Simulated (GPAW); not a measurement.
# Collinear magnetic orders of Fe2 Ta2 Fe2 001 with GPAW

A self-consistent run ends on one state, which hangs on the start. Several orders of Fe2 Ta2 Fe2 001 are started in GPAW and their energies compared.

Program: GPAW 26.7.0. Level of theory: PBE; plane waves with GPAW's PAW setups, scalar-relativistic. Results are calculated unless marked as measured.

### Step 1. Starting point

The cell holds 6 atoms: 4 Fe and 2 Ta. Its edges and angles: a = 3.303 Å, b = 3.303 Å, c = 18.545 Å, α = 90.0°, β = 90.0°, γ = 90.0°. ideal sites on the substrate's mesh, layer spacings from atomic volumes, unrelaxed, 12 A of vacuum. Vacuum lies along c.

### Step 2. Start 1: ferro ++++

The parallel start comes first: it fits the smallest cell, keeps the most symmetry and shows whether parallel moments form.

File order1.py:

```python
import json
import numpy as np
from ase import Atoms
from ase.parallel import paropen, parprint
from gpaw import GPAW

atoms = Atoms(['Fe', 'Fe', 'Ta', 'Ta', 'Fe', 'Fe'],
    cell=[[3.303, 0.0, 0.0],
         [0.0, 3.303, 0.0],
         [0.0, 0.0, 18.544569]],
    scaled_positions=[[0.0, 0.0, 0.323545],
         [0.5, 0.5, 0.381869],
         [0.0, 0.0, 0.455516],
         [0.5, 0.5, 0.544484],
         [0.0, 0.0, 0.618131],
         [0.5, 0.5, 0.676455]],
    pbc=True,
    magmoms=[2.6, 2.6, 0.0, 0.0, 2.6, 2.6])
atoms.calc = GPAW(mode={'name': 'pw', 'ecut': 450},
    xc='PBE',
    kpts={'size': (20, 20, 1), 'gamma': True},
    occupations={'name': 'fermi-dirac', 'width': 0.05},
    convergence={'density': 1e-05, 'energy': 1e-05},
    maxiter=200,
    mixer={'name': 'pulay', 'beta': 0.03, 'nmaxold': 8, 'weight': 100},
    symmetry={'tolerance': 1e-4},
    txt='order1.txt')
e = atoms.get_potential_energy(force_consistent=True)
res = {'free_energy': e, 'energy_sigma0': atoms.get_potential_energy(), 'fermi_energy': atoms.calc.get_fermi_level()}
res['moments'] = atoms.get_magnetic_moments().tolist()
res['total'] = atoms.get_magnetic_moment()
parprint('site moments (muB):', np.round(res['moments'], 3))
parprint(f"total moment: {res['total']:.3f} muB")
parprint(f'free energy: {e:.6f} eV')
atoms.calc.write('order1.gpw')
with paropen('results.json', 'w') as f:
    json.dump(res, f)
```

The run is started by

```bash
$ OMP_NUM_THREADS=1 mpirun -n 4 gpaw python order1.py > order1.log
```

The next run changes these lines of the input before it:

```diff
@@ -17,3 +17,3 @@
     pbc=True,
-    magmoms=[2.6, 2.6, 0.0, 0.0, 2.6, 2.6])
+    magmoms=[2.6, 2.6, 0.0, 0.0, -2.6, -2.6])
 atoms.calc = GPAW(mode={'name': 'pw', 'ecut': 450},
@@ -26,3 +26,3 @@
     symmetry={'tolerance': 1e-4},
-    txt='order1.txt')
+    txt='order2.txt')
 e = atoms.get_potential_energy(force_consistent=True)
@@ -34,3 +34,3 @@
 parprint(f'free energy: {e:.6f} eV')
-atoms.calc.write('order1.gpw')
+atoms.calc.write('order2.gpw')
 with paropen('results.json', 'w') as f:
```

**Question.** What will these runs give for the largest site moment?

The site moments add up to 8.93 μB, near the cell's 8.99 μB; the rest lies between the atoms. Symmetry leaves 3 kinds of site among the 6 atoms, and equivalent atoms carry values of equal size. The lowest state found is ferromagnetic, reached from the start ferro ++++, with moments up to 2.68 μB.

* lowest state found: ferromagnetic (started as ferro ++++)
* largest site moment: 2.68 μB
* next state: antiferromagnetic, 14.6 meV a seeded atom higher

The next state costs 15 meV a seeded atom. This is the lowest of 2 finished starts, no proof of the ground state.

[Logs and program files are shortened in this print: banners, set-up blocks, solver, clock and traceback lines can be left out without a mark of their own.]

[Logs are printed without paths, hosts, clocks, repeated set-up lines and the standing remarks that a program may print on its own settings, such as how far it seeks lower states.]

[Hosts, paths, dates, database ids (printed as entryN), source tags and the programs' standing remarks are cut or masked in the printed files.]

[Where a cell is said to come from a database of computed structures, the database is the Materials Project.]
